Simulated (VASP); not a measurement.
Input of a VASP 6.6.1 run:

File INCAR:

```
SYSTEM = ZrSiO4
ALGO = Normal ; EDIFF = 1E-6
EDIFFG = -0.01 ; ENCUT = 600
GGA = PE ; IBRION = 2
ISIF = 3 ; ISMEAR = 0
KPAR = 4 ; LASPH = .TRUE.
LCHARG = .FALSE. ; LREAL = .FALSE.
LWAVE = .FALSE. ; NELM = 80
NSW = 90 ; PREC = Accurate
SIGMA = 0.03
```

KPOINTS

```
k-points
0
G
  6 6 6
  0 0 0
```

POSCAR

```
ZrSiO4
1.0
   -3.3035000000      3.3035000000      2.9910000000
    3.3035000000     -3.3035000000      2.9910000000
    3.3035000000      3.3035000000     -2.9910000000
Zr Si O
2 2 8
Direct
    0.7500000000      0.2500000000      0.5000000000
    0.0000000000      0.0000000000      0.0000000000
    0.2500000000      0.7500000000      0.5000000000
    0.5000000000      0.5000000000      0.0000000000
    0.1364000000      0.3203000000      0.8161000000
    0.0703000000      0.7542000000      0.6839000000
    0.5042000000      0.3203000000      0.1839000000
    0.0703000000      0.3864000000      0.3161000000
    0.6136000000      0.9297000000      0.6839000000
    0.6797000000      0.8636000000      0.1839000000
    0.2458000000      0.9297000000      0.3161000000
    0.6797000000      0.4958000000      0.8161000000
```

Potentials or basis: VASP PAW PBE potentials, release 64 (Zr_sv, Si, O).

The run is started by

```bash
$ cat potpaw_PBE.64/Zr_sv/POTCAR potpaw_PBE.64/Si/POTCAR potpaw_PBE.64/O/POTCAR > POTCAR
$ mpirun -np 4 vasp_std > vasp.out
```

**Question.** Predict the relaxed volume.

**Answer.** 11.19 Å³/atom.

**Question.** What does it give for the band gap on the k mesh?

**Answer.** 4.61 eV, indirect (least direct gap 4.81 eV).

Final structure:
```yaml
crystal:
  lattice:
    - [-3.33689, 3.33689, 3.01376]
    - [3.33689, -3.33689, 3.01376]
    - [3.33689, 3.33689, -3.01376]
  atoms:
    - { symbol: Zr, position: [0.75000, 0.25000, 0.50000] }
    - { symbol: Zr, position: [0.00000, 0.00000, 0.00000] }
    - { symbol: Si, position: [0.25000, 0.75000, 0.50000] }
    - { symbol: Si, position: [0.50000, 0.50000, 0.00000] }
    - { symbol: O, position: [0.13583, 0.31983, 0.81600] }
    - { symbol: O, position: [0.06983, 0.75383, 0.68400] }
    - { symbol: O, position: [0.50383, 0.31983, 0.18400] }
    - { symbol: O, position: [0.06983, 0.38583, 0.31600] }
    - { symbol: O, position: [0.61417, 0.93017, 0.68400] }
    - { symbol: O, position: [0.68017, 0.86417, 0.18400] }
    - { symbol: O, position: [0.24617, 0.93017, 0.31600] }
    - { symbol: O, position: [0.68017, 0.49617, 0.81600] }
```

A k mesh can miss the band edges. PBE usually gives volumes a little too large and moduli too small.
